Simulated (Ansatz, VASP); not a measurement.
## InP: VASP beside Ansatz

The input INCAR:

```
PREC     = Accurate       # precision mode
ENCUT    = 520            # plane-wave cutoff, eV
EDIFF    = 1E-6           # SCF threshold, eV
ISMEAR   = 0              # smearing method
SIGMA    = 0.01           # smearing width, eV
LREAL    = False          # projectors in reciprocal space
LASPH    = True           # aspherical terms in the spheres
NELM     = 60             # most SCF steps
ALGO     = Normal         # electronic algorithm
ISIF     = 2              # what is computed and relaxed
LWAVE    = False          # write WAVECAR
LCHARG   = False          # write CHGCAR
GGA      = PS             # functional
NBANDS   = 16             # bands
```

The input KPOINTS:

```
regular mesh
0
Gamma
  6 6 6
```

Contents of POSCAR:

```
InP
1.0
    4.1443530000      0.0000000000      0.0000000000
    2.0721765000      3.5891149803      0.0000000000
    2.0721765000      1.1963716601      3.3838500547
In P
1 1
Direct
    0.0000000000      0.0000000000      0.0000000000
    0.2500000000      0.2500000000      0.2500000000
```

Input for Ansatz:

```yaml
crystal:
  lattice:
    - [4.144353, 0.0, 0.0]
    - [2.0721765000000003, 3.5891149802502493, 0.0]
    - [2.0721765000000003, 1.1963716600834167, 3.3838500546575636]
  atoms:
    - { symbol: In, position: [0.0, 0.0, 0.0] }
    - { symbol: P, position: [0.25000000000000006, 0.24999999999999997, 0.25] }
kpoints:
  mp_grid:
    grid: [6, 6, 6]
hamiltonian:
  xc: pbesol
scf:
  occupations:
    method: fixed
output:
  optics:
    de: 0.05
    sigma: 0.2
    nscf_kmesh:
      grid: [8, 8, 8]
```

Alike in both runs: task single point; functional PBEsol; k mesh 6 × 6 × 6; no spin polarisation.

|  | VASP | Ansatz |
| --- | --- | --- |
| version | VASP 6.6.1 | Ansatz 0.2.0 |
| potentials or method | VASP PAW PBE potentials, release 64 (In_d, P) | plane waves, PAW |
| plane-wave cutoff (eV) | 520 | 420 |
| occupations | gaussian, width 0.01 eV | fixed |
| valence electrons in the cell | 18 | 18 |

|  | VASP | Ansatz | Ansatz less VASP |
| --- | --- | --- | --- |
| gap on the k mesh at the Fermi level (eV) | 0.61 | 0.61 | +0.002 |

Caveats: spin-orbit coupling is left out, which moves the levels of the heavy elements.
